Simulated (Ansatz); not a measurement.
Crystal: Ge.

```
Ge
1.0
     0.00000    2.82891    2.82891
     2.82891    0.00000    2.82891
     2.82891    2.82891    0.00000
Ge
2
Direct
  0.75000 0.75000 0.75000
  0.50000 0.50000 0.50000
```

```yaml
Program: Ansatz 0.2.0
Task: single point
Functional: PBE
Potentials_or_basis: all-electron LAPW, scalar-relativistic
Cutoff: 316 eV (chosen from the basis error)
Basis_error_allowed: 0.001 eV/atom
k_mesh: 8 × 8 × 8
Occupations: fermi-dirac, width 0.05 eV
Spin: no spin polarisation
```

On this cell: pressure 3.6 GPa; largest force zero by symmetry; band gap on the k mesh none (metal or under the smearing width).

The same run follows on a disturbed copy (atoms moved at random, drawn with an rms of 0.05 Å):

```
CELL_PARAMETERS angstrom
0.00000 2.82891 2.82891
2.82891 0.00000 2.82891
2.82891 2.82891 0.00000
ATOMIC_POSITIONS crystal
Ge 0.76097 0.73326 0.75334
Ge 0.49345 0.48940 0.51015
```

Question: What does the disturbed cell give?

Answer: The energy (extrapolated to zero smearing) moves by +9.9 meV/atom; pressure 3.8 GPa; largest force 0.709 eV/Å; band gap on the k mesh none (metal or under the smearing width).

Forces on the atoms (eV/Å):
```
Ge   0.445 -0.380 -0.399
Ge  -0.445  0.380  0.399
```

Stress tensor (GPa, compression positive):
```
 3.77 -1.14 -1.08
-1.14  3.79  1.28
-1.08  1.28  3.78
```

Caveats: this crystal is a semiconductor, whose small gap the functional closes, so the metal is an error of the method (some runs).
